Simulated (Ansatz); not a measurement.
**Ti$_{2}$C under pressure: fit and missing row**

Ti$_{2}$C, R-3m, a = 3.078 Å, c = 14.463 Å. The structure is a Materials Project entry; whether it is the stable form wasn't checked. Ansatz: r2SCAN, PAW, 500 eV, Γ-centred 18×18×18 mesh on 3 atoms, Gaussian smearing 0.10 eV; no spin polarisation. Cell and atoms are relaxed at each pressure, and no other structure is tried, so the rows at high pressure may lie past a change of phase.

```tsv
V (Å³/atom)	P (GPa)
11.327	29.99
?	15.00
12.534	8.01
12.921	3.00
13.184	0.02
13.488	-3.01
```

Take V0 = 13.184 Å³/atom, count pressures from its P0 = 0.02 GPa, fit the third-order Birch–Murnaghan form to the other rows, and predict the missing volume.

With the Eulerian strain f = ½[(V0/V)^(2/3) − 1] and y = (P − P0)/[3f(1 + 2f)^(5/2)], the form is the line y = B0 + 1.5 B0 (B0′ − 4) f. Rows (f, y): 0.05325, 145.7; 0.01714, 142.8; 0.00676, 142.1; -0.00754, 139.1. Means f = 0.01740, y = 142.43; Σ(Δf)² = 0.002021, ΣΔfΔy = 0.2037; the slope is their ratio. y = 140.7 + 100.8 f GPa, so B0 = 140.7 GPa and B0′ = 4 + 2 × (100.8)/(3 × 140.7) = 4.48. P = 15.00 GPa is met at f = 0.03003 (y = 143.73), so V = V0 (1 + 2f)^(−3/2) = 12.080 Å³/atom. The run gave 12.080 Å³/atom, the same to the digits shown.

The volume falls smoothly with pressure, and the fitted bulk modulus of 140.7 GPa describes a fairly stiff metal that hardens under compression. The stiffness probably comes from covalent Ti d–C p bonds, reinforced by metallic Ti–Ti bonding. With only half as much carbon as the monocarbide, there are fewer of the strong Ti–C bonds, which is why a subcarbide is expected to be softer than TiC. Hardening follows as short-range repulsion grows faster than the bonding attraction.

The recovered volume of 12.080 Å³/atom supports a smooth equation of state within the sampled range, but it is an interpolation and only a weak test of the pressure derivative. That derivative, 4.48, leans heavily on the most compressed row, while the points near zero strain scatter about the line because small errors in pressure or volume are magnified there. Volumes alone don't show whether the layered axis compresses more readily than the basal plane.
